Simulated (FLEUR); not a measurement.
# GaP under changes of volume

One of the cells (20.240 Å³/atom); the others are scaled copies at fixed shape and fractional positions:

```xyz
2
Lattice="0.0000 2.7252 2.7252 2.7252 0.0000 2.7252 2.7252 2.7252 0.0000" Properties=species:S:1:pos:R:3 pbc="T T T"
Ga    0.0000    0.0000    0.0000
P     4.0879    4.0879    4.0879
```

```yaml
Program: FLEUR MaX-R8.1 (later development tree)
Functional: LDA
Potentials_or_basis: all-electron
Basis: FLAPW
Kmax: 5.21 1/bohr
k_mesh: 8 × 8 × 8
Occupations: fermi-dirac, width 0.05 eV
Spin: no spin polarisation
```

```tsv
volume (Å³/atom)	energy over the lowest point (meV/atom)	gap on the mesh (eV)
19.026	4.31	1.37
19.431	0.00	1.42
20.240	5.62	1.49
21.050	?	?
21.455	42.49	1.13
```

**Question.** What does the run at 21.050 Å³/atom give?

**Answer.** Energy over the lowest point 26.96 meV/atom; gap on the mesh 1.29 eV.

Worked out: A Birch-Murnaghan fit of order 2 (a polynomial in V^(-2/3)) to the other rows has its minimum at 19.58 Å³/atom with B0 = V·E''(V) = 89 GPa. It gives 26.88 meV/atom at 21.050 Å³/atom, against the run's 26.96. A parabola through the other rows of the gap, of slope -7.12 eV per unit of ln V there, gives 1.29 eV, against the run's 1.29.

Energies are extrapolated to zero smearing.

A mesh can miss the band edges. Spin-orbit coupling on Ga is left out.
